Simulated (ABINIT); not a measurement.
# BaTiO3 (Pm-3m) in ABINIT: G0W0 quasiparticle levels with PBE

Aim: the G0W0 quasiparticle levels of BaTiO3 with PBE.

All numbers are computed with ABINIT 10.8.3 (patched build); they aren't measurements. Logs are shortened: lines on timing, memory, paths and dates and some standing lists are left out, and cuts for length are marked. The log counts tension as positive stress, the text compression.

### Step 1. Starting point

It takes space group Pm-3m (No. 221, cubic). The conventional cell has a = 4.006 Å, b = 4.006 Å, c = 4.006 Å, α = 90.00°, β = 90.00°, γ = 90.00°. Around Ba (site symmetry m-3m) lie 12 O at 2.83 Å. Around Ti (site symmetry m-3m) lie 6 O at 2.00 Å. O (site symmetry 4/mmm) is surrounded by 2 Ti at 2.00 Å.

### Step 2. G0W0 quasiparticle levels, PBE

The input, run.abi:

```
# Datasets
ndtset 4

# Pseudopotentials
pp_dirpath "./"
pseudos "Ba.upf, Ti.upf, O.upf"

# Structure
acell 7.5702428553 7.5702428553 7.5702428553
rprim
     1.0000000000     0.0000000000     0.0000000000
     0.0000000000     1.0000000000     0.0000000000
     0.0000000000     0.0000000000     1.0000000000
ntypat 3
znucl 56 22 8
natom 5
typat 1 2 3 3 3
xred
            1/2            1/2            1/2
            0.0            0.0            0.0
            0.0            0.0            1/2
            0.0            1/2            0.0
            1/2            0.0            0.0

# Plane-wave basis
ecut 35.0

# k points
kptopt 1
ngkpt 4 4 4
nshiftk 1
shiftk 0.0 0.0 0.0
istwfk *1

# Exchange and correlation
ixc 11

# Bands and occupations
occopt 1

# SCF cycle
nstep 80
diemac 6.0

# Output
iomode 3
prteig 0
prtebands 0

# Dataset 1: ground state
nband1 20
tolvrs1 1.0e-12
prtden1 1
prtwf1 0

# Dataset 2: empty bands at fixed density
iscf2 -2
getden2 1
nband2 314
nbdbuf2 28
tolwfr2 1.0e-12
nstep2 120
prtden2 0

# Dataset 3: screening
optdriver3 3
getwfk3 2
nband3 286
ecuteps3 8.5
ecutwfn3 21.0
inclvkb3 2
ppmodel3 1

# Dataset 4: self-energy
optdriver4 4
getwfk4 2
nband4 286
ecuteps4 8.5
ecutsigx4 35.0
ecutwfn4 35.0
symsigma4 1
getscr4 3
ppmodel4 1
gw_qprange4 2
```

Potentials or basis: PseudoDojo NC SR PBE v0.4.1 standard.

Launch:

```sh
$ mpirun --bind-to none -np 4 abinit run.abi > log 2>&1
```

run.abo:

```text
.Version 10.8.3 of ABINIT
 DATASET    1 : space group Pm -3 m (#221); Bravais cP (primitive cubic)
================================================================================
 Values of the parameters that define the memory need for DATASET  1.
     intxc =       0    ionmov =       0      iscf =       7    lmnmax =       6
     lnmax =       6     mgfft =      45  mpssoang =       3    mqgrid =    3001
     natom =       5  nloc_mem =       1    nspden =       1   nspinor =       1
    nsppol =       1      nsym =      48    n1xccc =    2501    ntypat =       3
    occopt =       1   xclevel =       2
       mpw =        4337          nfft =       91125          nkpt =          10
================================================================================
================================================================================
[... 25 lines left out ...]
 DATASET    4 : space group Pm -3 m (#221); Bravais cP (primitive cubic)
================================================================================
 Values of the parameters that define the memory need for DATASET  4.
     intxc =       0    ionmov =       0      iscf =       7    lmnmax =       6
     lnmax =       6     mgfft =      45  mpssoang =       3    mqgrid =    3001
     natom =       5  nloc_mem =       1    nspden =       1   nspinor =       1
    nsppol =       1      nsym =      48    n1xccc =    2501    ntypat =       3
    occopt =       1   xclevel =       2
       mpw =        4337          nfft =       91125          nkpt =          10
================================================================================
================================================================================

--------------------------------------------------------------------------------
------------- Echo of variables that govern the present computation ------------
--------------------------------------------------------------------------------
 -outvars: echo values of preprocessed input variables --------
            acell      7.5702428553E+00  7.5702428553E+00  7.5702428553E+00 Bohr
              amu      1.37327000E+02  4.78800000E+01  1.59994000E+01
           diemac      6.00000000E+00
             ecut1     3.50000000E+01 Hartree
             ecut2     3.50000000E+01 Hartree
             ecut3     2.10000000E+01 Hartree
             ecut4     3.50000000E+01 Hartree
          ecuteps1     0.00000000E+00 Hartree
          ecuteps2     0.00000000E+00 Hartree
          ecuteps3     8.50000000E+00 Hartree
          ecuteps4     8.50000000E+00 Hartree
         ecutsigx1     0.00000000E+00 Hartree
         ecutsigx2     0.00000000E+00 Hartree
         ecutsigx3     0.00000000E+00 Hartree
         ecutsigx4     3.50000000E+01 Hartree
          ecutwfn1     0.00000000E+00 Hartree
          ecutwfn2     0.00000000E+00 Hartree
          ecutwfn3     2.10000000E+01 Hartree
          ecutwfn4     3.50000000E+01 Hartree
           getden1          0
[... 4 lines left out ...]
           getscr2          0
           getscr3          0
           getscr4          3
           getwfk1          0
           getwfk2          0
           getwfk3          2
           getwfk4          2
       gw_qprange1          0
       gw_qprange2          0
       gw_qprange3          0
       gw_qprange4          2
             iscf1          7
             iscf2         -2
             iscf3          7
             iscf4          7
              ixc          11
           jdtset        1    2    3    4
         kptrlatt        4    0    0      0    4    0      0    0    4
          kptrlen      3.02809714E+01
            natom           5
            nband1         20
            nband2        314
            nband3        286
            nband4        286
           nbdbuf1          0
           nbdbuf2         28
           nbdbuf3          0
           nbdbuf4          0
           ndtset           4
            ngfft1         45      45      45
            ngfft2         45      45      45
            ngfft3         32      32      32
            ngfft4         45      45      45
             nkpt          10
           npweps1          0
           npweps2          0
           npweps3        485
           npweps4        485
          npwsigx1          0
          npwsigx2          0
          npwsigx3          0
          npwsigx4       4337
            nstep1         80
            nstep2        120
            nstep3         80
            nstep4         80
             nsym          48
           ntypat           3
        optdriver1          0
        optdriver2          0
        optdriver3          3
        optdriver4          4
           prtden1          1
[... 700 lines left out ...]
     3)     5.00000000E-01  0.00000000E+00  0.00000000E+00       0.04688
     4)     2.50000000E-01  2.50000000E-01  0.00000000E+00       0.18750
     5)     5.00000000E-01  2.50000000E-01  0.00000000E+00       0.18750
     6)     5.00000000E-01  5.00000000E-01  0.00000000E+00       0.04688
     7)     2.50000000E-01  2.50000000E-01  2.50000000E-01       0.12500
     8)     5.00000000E-01  2.50000000E-01  2.50000000E-01       0.18750
     9)     5.00000000E-01  5.00000000E-01  2.50000000E-01       0.09375
    10)     5.00000000E-01  5.00000000E-01  5.00000000E-01       0.01563

 Together with 48 symmetry operations and time-reversal symmetry
 yields    64 points in the full Brillouin Zone.

 vcoul_init : cutoff-mode = AUXILIARY_FUNCTION
 q-points for optical limit:   1
     1)      0.000010    0.000020    0.000030
 setmesh: FFT mesh size selected  =    45x   45x   45
          total number of points  =        91125

 Number of electrons calculated from density =   40.0000; Expected =   40.0000
 average of density, n =  0.092200
 r_s =    1.3732
 omega_plasma =   29.2901 [eV]

 === KS Band Gaps ===
  >>>> For spin  1
   Minimum direct gap =   1.9176 [eV], located at k-point      :   0.0000  0.0000  0.0000
   Fundamental gap    =   1.7778 [eV], Top of valence bands at :   0.5000  0.5000  0.5000
                                       Bottom of conduction at :   0.0000  0.0000  0.0000
 SIGMA fundamental parameters:
 PLASMON POLE MODEL  1
 number of plane-waves for SigmaX                 4337
 number of plane-waves for SigmaC and W            485
 number of plane-waves for wavefunctions          4337
 number of bands                                   286
 number of independent spin polarizations            1
 number of spinorial components                      1
 number of k-points in IBZ                          10
 number of q-points in IBZ                          10
 number of symmetry operations                      48
 number of k-points in BZ                           64
 number of q-points in BZ                           64
 number of frequencies for dSigma/dE                 9
 frequency step for dSigma/dE [eV]                0.25
 number of omega for Sigma on real axis              0
 max omega for Sigma on real axis  [eV]           0.00
 zcut for avoiding poles [eV]                     0.10

 EPSILON^-1 parameters (SCR file):
 dimension of the eps^-1 matrix on file            485
 dimension of the eps^-1 matrix used               485
 number of plane-waves for wavefunctions          1935
 number of bands                                   286
 number of q-points in IBZ                          10
 number of frequencies                               2
 number of real frequencies                          1
 number of imag frequencies                          1

 matrix elements of self-energy operator (all in [eV])

 Perturbative Calculation

--- !SelfEnergy_ee
iteration_state: {dtset: 4, }
kpoint     : [   0.000,    0.000,    0.000, ]
spin       : 1
KS_gap     :    1.918
QP_gap     :    3.308
Delta_QP_KS:    1.391
data: !SigmaeeData |
     Band     E0 <VxcDFT>   SigX SigC(E0)      Z dSigC/dE  Sig(E)    E-E0       E
       18   6.463 -20.215 -24.921   4.416   0.764  -0.310 -20.436  -0.221   6.242
       19   6.463 -20.215 -24.921   4.416   0.764  -0.310 -20.436  -0.221   6.242
       20   6.463 -20.215 -24.921   4.416   0.764  -0.310 -20.436  -0.221   6.242
       21   8.380 -18.836 -11.441  -5.881   0.773  -0.294 -17.666   1.170   9.550
       22   8.380 -18.836 -11.441  -5.881   0.773  -0.294 -17.666   1.170   9.550
       23   8.380 -18.836 -11.441  -5.881   0.773  -0.294 -17.666   1.170   9.550
...
[... 140 lines left out ...]
kpoint     : [   0.500,    0.500,    0.500, ]
spin       : 1
KS_gap     :    4.184
QP_gap     :    5.860
Delta_QP_KS:    1.676
data: !SigmaeeData |
     Band     E0 <VxcDFT>   SigX SigC(E0)      Z dSigC/dE  Sig(E)    E-E0       E
       18   6.603 -19.979 -25.010   4.763   0.757  -0.321 -20.182  -0.203   6.400
       19   6.603 -19.979 -25.010   4.763   0.757  -0.321 -20.182  -0.203   6.400
       20   6.603 -19.979 -25.010   4.763   0.757  -0.321 -20.182  -0.203   6.400
       21  10.786 -21.917 -13.173  -6.741   0.736  -0.360 -20.444   1.474  12.260
       22  10.786 -21.917 -13.173  -6.741   0.736  -0.360 -20.444   1.474  12.260
       23  10.786 -21.917 -13.173  -6.741   0.736  -0.360 -20.444   1.474  12.260
...

 New Fermi energy :        2.930771E-01 Ha ,    7.975033E+00 eV

 === QP Band Gaps ===
  >>>> For spin  1
   Minimum direct gap =   3.3081 [eV], located at k-point      :   0.0000  0.0000  0.0000
   Fundamental gap    =   3.1499 [eV], Top of valence bands at :   0.5000  0.5000  0.5000
                                       Bottom of conduction at :   0.0000  0.0000  0.0000

== END DATASET(S) ==============================================================
================================================================================

 -outvars: echo values of variables after computation  --------
            acell      7.5702428553E+00  7.5702428553E+00  7.5702428553E+00 Bohr
           etotal1    -1.3738317605E+02
           etotal3     0.0000000000E+00
           etotal4     0.0000000000E+00
            fcart1    -0.0000000000E+00 -0.0000000000E+00 -0.0000000000E+00
                      -0.0000000000E+00 -0.0000000000E+00 -0.0000000000E+00
                      -0.0000000000E+00 -0.0000000000E+00 -0.0000000000E+00
                      -0.0000000000E+00 -0.0000000000E+00 -0.0000000000E+00
                      -0.0000000000E+00 -0.0000000000E+00 -0.0000000000E+00
            fcart3     0.0000000000E+00  0.0000000000E+00  0.0000000000E+00
                       0.0000000000E+00  0.0000000000E+00  0.0000000000E+00
                       0.0000000000E+00  0.0000000000E+00  0.0000000000E+00
                       0.0000000000E+00  0.0000000000E+00  0.0000000000E+00
                       0.0000000000E+00  0.0000000000E+00  0.0000000000E+00
            fcart4     0.0000000000E+00  0.0000000000E+00  0.0000000000E+00
                       0.0000000000E+00  0.0000000000E+00  0.0000000000E+00
                       0.0000000000E+00  0.0000000000E+00  0.0000000000E+00
                       0.0000000000E+00  0.0000000000E+00  0.0000000000E+00
                       0.0000000000E+00  0.0000000000E+00  0.0000000000E+00
           strten1    -1.7024254032E-05 -1.7024254032E-05 -1.7024254032E-05
                       0.0000000000E+00  0.0000000000E+00  0.0000000000E+00
           strten3     0.0000000000E+00  0.0000000000E+00  0.0000000000E+00
                       0.0000000000E+00  0.0000000000E+00  0.0000000000E+00
           strten4     0.0000000000E+00  0.0000000000E+00  0.0000000000E+00
                       0.0000000000E+00  0.0000000000E+00  0.0000000000E+00
           xangst      2.0029999987E+00  2.0029999987E+00  2.0029999987E+00
                       0.0000000000E+00  0.0000000000E+00  0.0000000000E+00
                       0.0000000000E+00  0.0000000000E+00  2.0029999987E+00
                       0.0000000000E+00  2.0029999987E+00  0.0000000000E+00
                       2.0029999987E+00  0.0000000000E+00  0.0000000000E+00
             xred      5.0000000000E-01  5.0000000000E-01  5.0000000000E-01
                       0.0000000000E+00  0.0000000000E+00  0.0000000000E+00
                       0.0000000000E+00  0.0000000000E+00  5.0000000000E-01
                       0.0000000000E+00  5.0000000000E-01  0.0000000000E+00
                       5.0000000000E-01  0.0000000000E+00  0.0000000000E+00
 Calculation completed.
```

Run time: 62 min. Hardware: 4 MPI ranks of Intel Xeon at 2.50GHz (Skylake/Cascade Lake), shared host; peak memory 2.5 GiB.

Results:

* Band gap on the k mesh, mean-field level: 1.78 eV, indirect (least direct gap 1.92 eV)
* Quasiparticle gap: 3.15 eV
* Least direct quasiparticle gap: 3.31 eV

Caveat: bands and screening cutoff are small, so the values aren't converged; this release of the barium file is off; the sums over empty bands aren't extrapolated, so the gap can lie some tenths of an eV under the converged one, most of all in nitrides and oxides; spin-orbit coupling is left out, which moves the levels of the heavy elements.
